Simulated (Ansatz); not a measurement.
# BeS: what changed settings do

The reference input for Ansatz (plane-wave DFT with PAW):

```yaml
crystal:
  lattice:
    - [0.0, 2.4351516489, 2.4351516489]
    - [2.4351516489, 0.0, 2.4351516489]
    - [2.4351516489, 2.4351516489, 0.0]
  atoms:
    - { symbol: Be, position: [0.0, 0.0, 0.0] }
    - { symbol: S, position: [0.75, 0.75, 0.75] }
basis:
  ecutwfc: 420
kpoints:
  mp_grid: { grid: [8, 8, 8] }
hamiltonian:
  xc: pbe
scf:
  occupations: { method: gaussian, width: 0.1 }
output:
  forces: true
  stress: true
  eigenvalues: true
```

Command:

```bash
ansatz run input.yaml --threads 1 --pin off --max-ram 1331MiB --backend cpu --events-out ev --progress --plain --runs-dir out
```

The run converges in 6 SCF iterations on 29 irreducible k-points: pressure 0.34 GPa, gap on the sampled k-points 3.14 eV.

The inputs are trials, many of them unsound on purpose. Their numbers show the effect of the settings and aren't properties of the material. Each trial's input is given as a difference from the reference's; energies are extrapolated to zero smearing where there is one, and pressure is positive in compression. Charged cells sit in a uniform background, and their pressures hang on that convention.

Problem. Trial 1:

```diff
 crystal:
   atoms:
-    - { symbol: S, position: [0.75, 0.75, 0.75] }
+    - { symbol: S, position: [0.75, 0.75, 0.75], spin: 0.1 }
 basis:
-  ecutwfc: 420
+  ecutwfc: "23 Ry"
 kpoints:
-  mp_grid: { grid: [8, 8, 8] }
+  mp_grid: { grid: [6, 6, 6] }
 scf:
+  lower_state_search: "off"
+  convergence: { dr2_threshold: "1e-7 eV" }
 output:
+  populations: true
+magnetization:
+  spin_polarized: true
+  magnetic_field: 300
```

What happens?

Solution. The run converges in 13 SCF iterations on 16 irreducible k-points: pressure 0.42 GPa, gap on the sampled k-points 3.11 eV, cell moment 0.00 μB (in the typed magnetic field). It warns that the cutoff lies under the recommended one, 420 eV for these potentials; that the starting moments were lost; that the SCF threshold is loose for the stress.

Problem. Trial 2 (origin moved):

```diff
 crystal:
   atoms:
-    - { symbol: Be, position: [0.0, 0.0, 0.0] }
-    - { symbol: S, position: [0.75, 0.75, 0.75] }
+    - { symbol: Be, position: [0.211, 0.25, 0.626] }
+    - { symbol: S, position: [0.961, 1.0, 1.376] }
 kpoints:
-  mp_grid: { grid: [8, 8, 8] }
+  mp_grid: { kspacing: 0.43 }
+  band_path: { path: [[0, 0, 0], [0.5, 0, 0], [0.5, 0.5, 0.5]], npoints: 4 }
```

How does this run end?

Solution. The run converges in 6 SCF iterations on 16 irreducible k-points: energy 1.30 meV per atom above the reference, pressure 0.37 GPa, gap on the sampled k-points 3.14 eV.

Problem. Trial 3 (volume scaled):

```diff
 crystal:
   lattice:
-    - [0.0, 2.4351516489, 2.4351516489]
-    - [2.4351516489, 0.0, 2.4351516489]
-    - [2.4351516489, 2.4351516489, 0.0]
+    - [0.0, 2.6846908224, 2.6846908224]
+    - [2.6846908224, 0.0, 2.6846908224]
+    - [2.6846908224, 2.6846908224, 0.0]
 scf:
+  max_iter: 30
+  convergence: { dr2_threshold: "1e-4 eV" }
```

What does the program give?

Solution. The run converges in 6 SCF iterations on 29 irreducible k-points: energy 295 meV per atom above the reference, pressure -15.42 GPa, gap on the sampled k-points 3.58 eV. It warns that the SCF threshold is loose for the forces; that the SCF threshold is loose for the stress.

Problem. Trial 4:

```diff
 hamiltonian:
+  dispersion: d3bjatm
```

What happens?

Solution. The run converges in 6 SCF iterations on 29 irreducible k-points: pressure -2.74 GPa, gap on the sampled k-points 3.14 eV.

Problem. Trial 5:

```diff
 basis:
-  ecutwfc: 420
+  ecutwfc: "23 Ha"
+  ecutrho_ratio: 3
 kpoints:
-  mp_grid: { grid: [8, 8, 8] }
+  mp_grid: { kspacing: 0.65 }
+  band_path: { path: [VBM, CBM], npoints: 5 }
 scf:
+  max_iter: 100
```

What does the program give?

Solution. The run converges in 6 SCF iterations on 8 irreducible k-points: energy 24.4 meV per atom above the reference, pressure 0.86 GPa, gap on the sampled k-points 3.12 eV.

Problem. Trial 6 (volume scaled):

```diff
 crystal:
   lattice:
-    - [0.0, 2.4351516489, 2.4351516489]
-    - [2.4351516489, 0.0, 2.4351516489]
-    - [2.4351516489, 2.4351516489, 0.0]
+    - [0.0, 2.451278951, 2.451278951]
+    - [2.451278951, 0.0, 2.451278951]
+    - [2.451278951, 2.451278951, 0.0]
 basis:
-  ecutwfc: 420
+  ecutwfc: "11 Ha"
+  ecutrho_ratio: 2
 kpoints:
-  mp_grid: { grid: [8, 8, 8] }
+  mp_grid: { grid: [4, 4, 4] }
 scf:
-  occupations: { method: gaussian, width: 0.1 }
+  occupations: { method: methfessel_paxton, width: 0.14 }
+  convergence: { dr2_threshold: "1e-6 eV" }
+  max_iter: 54
```

How does this run end?

Solution. The run converges in 5 SCF iterations on 8 irreducible k-points: energy 33.8 meV per atom above the reference, pressure -0.92 GPa, gap on the sampled k-points 3.17 eV. It warns that the cutoff lies under the recommended one, 420 eV for these potentials; that the SCF threshold is loose for the forces; that the SCF threshold is loose for the stress.

Problem. Trial 7 (origin moved):

```diff
 crystal:
   atoms:
-    - { symbol: Be, position: [0.0, 0.0, 0.0] }
-    - { symbol: S, position: [0.75, 0.75, 0.75] }
+    - { symbol: Be, position: [0.302, 0.89, 0.331] }
+    - { symbol: S, position: [1.052, 1.64, 1.081] }
 basis:
-  ecutwfc: 420
+  ecutwfc: "33 Ry"
 scf:
+  convergence: { dr2_threshold: "1e-5 eV" }
 output:
+  efg: {}
```

How does this run end?

Solution. The run converges in 6 SCF iterations on 29 irreducible k-points: energy 0.07 meV per atom below the reference, pressure 0.34 GPa, gap on the sampled k-points 3.14 eV. It warns that the SCF threshold is loose for the forces; that the SCF threshold is loose for the stress.

Problem. Trial 8:

```diff
 kpoints:
-  mp_grid: { grid: [8, 8, 8] }
+  mp_grid: { grid: [4, 8, 2] }
 scf:
-  occupations: { method: gaussian, width: 0.1 }
+  occupations: { method: tetrahedron_uncorrected }
 output:
-  stress: true
+  stress: false
+magnetization:
+  spin_polarized: true
+  initial_magnetization: 6.0
```

How does this run end?

Solution. The run converges in 16 SCF iterations on 28 irreducible k-points: energy 129 meV per atom above the reference, largest force 0.111 eV/Å, gap on the sampled k-points 3.10 eV, cell moment 0.00 μB. It warns that the printed bands weren't solved further after the SCF; that the starting moments were lost; that the mesh lowers the symmetry.

Problem. Trial 9:

```diff
 hamiltonian:
+  hubbard: { sites: [{ species: S, l: p, u_eff: 3.2 }], projectors: atomic }
+magnetization:
+  spin_polarized: true
+  initial_magnetization: 2.0
```

What happens?

Solution. The run converges in 14 SCF iterations on 29 irreducible k-points: pressure -0.88 GPa, gap on the sampled k-points 4.01 eV, cell moment 0.00 μB. It warns that the starting moments were lost. Under a U the state reached may not be the lowest.

Problem. Trial 10:

```diff
+total_charge: -0.5
 scf:
+  convergence: { dr2_threshold: "1e-6 eV" }
```

How does this run end?

Solution. The run converges in 6 SCF iterations on 29 irreducible k-points: pressure -6.14 GPa (with the neutralising background of the charged cell), no gap. It warns that the SCF threshold is loose for the forces; that the SCF threshold is loose for the stress.